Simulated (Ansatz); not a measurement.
Crystal: Te2Pt (Moncheite).

```
CELL_PARAMETERS angstrom
4.01000 0.00000 0.00000
-2.00500 3.47276 0.00000
0.00000 0.00000 5.20100
ATOMIC_POSITIONS crystal
Pt 0.00000 0.00000 0.00000
Te 0.66667 0.33333 0.75000
Te 0.33333 0.66667 0.25000
```

```yaml
Program: Ansatz 0.2.0
Task: relaxation of cell and atoms
Functional: revPBE
Dispersion: D4
Potentials_or_basis: Ansatz PAW
Cutoff: "420 eV (not typed: the program's choice for these potentials)"
k_mesh: 8 × 8 × 5
Occupations: fermi-dirac, width 0.05 eV
Spin: no spin polarisation
```

At the start: volume 24.14 Å³/atom.

Task: How do energy, volume and symmetry change on relaxing?

Result: It ends after 5 steps and the volume is 23.73 Å³/atom (-1.7 %); space group P-3m1 (No. 164, to 0.05 Å).

The path:
| step | energy change (eV) | largest force (eV/Å) | volume (Å³) |
| --- | --- | --- | --- |
| 1 | 0.0000 | 1.1143 | 72.43 |
| 2 | -0.1106 | 0.0435 | 72.23 |
| 3 | -0.1166 | 0.0360 | 70.83 |
| 4 | -0.1172 | 0.0039 | 71.18 |
| 5 | -0.1169 | 0.0040 | 71.18 |

Final structure:
```
Pt Te
1.0
     4.03792    0.00000    0.00000
    -2.01896    3.49694    0.00000
     0.00000    0.00000    5.04103
Pt Te
1 2
Direct
  0.00000 0.00000 0.00000
  0.66667 0.33333 0.72888
  0.33333 0.66667 0.27112
```

Caveat: the plane-wave basis is chosen anew once the cell has moved, so the energies of steps on either side of that aren't comparable; pairwise dispersion overbinds metals, which lowers pressure and volume; the PAW data sets come from PBE, with cores solved anew for the run's functional, which leaves a small shift of forces and pressure.
